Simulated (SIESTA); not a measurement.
Crystal: Si2Ni.

```xyz
3
Lattice="0.0000 2.7030 2.7030 2.7030 0.0000 2.7030 2.7030 2.7030 0.0000" Properties=species:S:1:pos:R:3 pbc="T T T"
Ni    0.0000    0.0000    0.0000
Si    4.0545    4.0545    4.0545
Si    1.3515    1.3515    1.3515
```

Base run:

| Item | Value |
| --- | --- |
| Program | SIESTA 5.4.2 |
| Functional | AM05 |
| Potentials or basis | PseudoDojo 0.4 standard (PBEsol files) |
| Basis | DZP (energy shift 0.003 Ry; two zetas on semicore shells) |
| Grid cutoff | 800 Ry |
| Energy shift | 0.003 Ry |
| k mesh | 9 × 9 × 9 |
| Occupations | fermi-dirac, width 0.05 eV |
| Spin | collinear spin, ferromagnetic start |
| Starting moments | [1.0, 0.0, 0.0] μB |

Its results: band gap on the k mesh none (metal or under the smearing width); pressure -2.3 GPa; net moment 0.00 μB per cell.

Q: The run is repeated on the same cell with these changes: functional from AM05 to LDA; potentials or basis from PseudoDojo 0.4 standard (PBEsol files) to PseudoDojo 0.4 standard (LDA files). What comes out?

A: Band gap on the k mesh none (metal or under the smearing width); pressure -4.5 GPa; net moment 0.00 μB per cell.

Caveats: short orbitals over semicore shells can move pressures by several GPa; the basis of atomic orbitals isn't converged, which shifts pressures, moduli and gaps; the potentials were made for another functional, which shifts forces and pressure (some runs).

Not every run made on this cell is shown here.
